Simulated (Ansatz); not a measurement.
Cs, DFT, PBE, all-electron PAW with datasets made for the crystal, scalar-relativistic (Ansatz 0.2.0), run on 1 thread of Intel(R) Xeon(R) Platinum 8259CL CPU @ 2.50GHz (Skylake/Cascade Lake) on a shared host.

The cell was built from the diamond type and relaxed in the same program, and has space group Fd-3m; it needn't be a known or the stable phase.

Command: `ansatz run input.yaml --threads 1 --pin off --max-ram 2048MiB --backend cpu --events-out ev --progress --plain --runs-dir out`

```yaml
crystal:
  lattice:
    - [0.0, 5.7337313891, 5.7337313891]
    - [5.7337313891, 0.0, 5.7337313891]
    - [5.7337313891, 5.7337313891, 0.0]
  atoms:
    - { symbol: Cs, position: [0.0, 0.0, 0.0] }
    - { symbol: Cs, position: [0.25, 0.25, 0.25] }
kpoints:
  mp_grid: { grid: [11, 11, 11] }
  band_path:
    path:
      - [0.0, 0.0, 0.0]
      - [0.5, 0.0, 0.5]
      - [0.625, 0.25, 0.625]
      - [0.375, 0.375, 0.75]
      - [0.0, 0.0, 0.0]
      - [0.5, 0.5, 0.5]
      - [0.5, 0.25, 0.75]
      - [0.5, 0.0, 0.5]
    npoints: 8
scf:
  occupations: { method: fermi_dirac, width: 0.05 }
hamiltonian:
  xc: pbe
  pseudopotentials: { kind: all_electron, datasets: crystal }
output:
  forces: true
  stress: true
  eigenvalues: true
  efg: { contact_densities: true }
```

**Question.** How large is the problem that the program sets up?

**Answer.** 56 irreducible k-points, 1759 plane waves at Γ, 15 bands.

**Question.** Estimate the wall time and the peak memory.

**Answer.** 25 s of wall time for 6 SCF iterations, with a peak of 0.71 GiB. Times on shared machines scatter by tens of per cent.

**Question.** And the same cell and mesh by all-electron LAPW, asked for forces, stress, eigenvalues, fatbands, populations, dos and the same band path, on the same hardware?

**Answer.** 32 s, peak memory 0.5 GiB.

**Question.** And the same cell and mesh by PAW with the default files, asked for forces, stress, eigenvalues, efg, populations, bader, dos, write_density, write_potential, elf and the same band path, on the same hardware?

**Answer.** 58 s, peak memory 0.97 GiB.
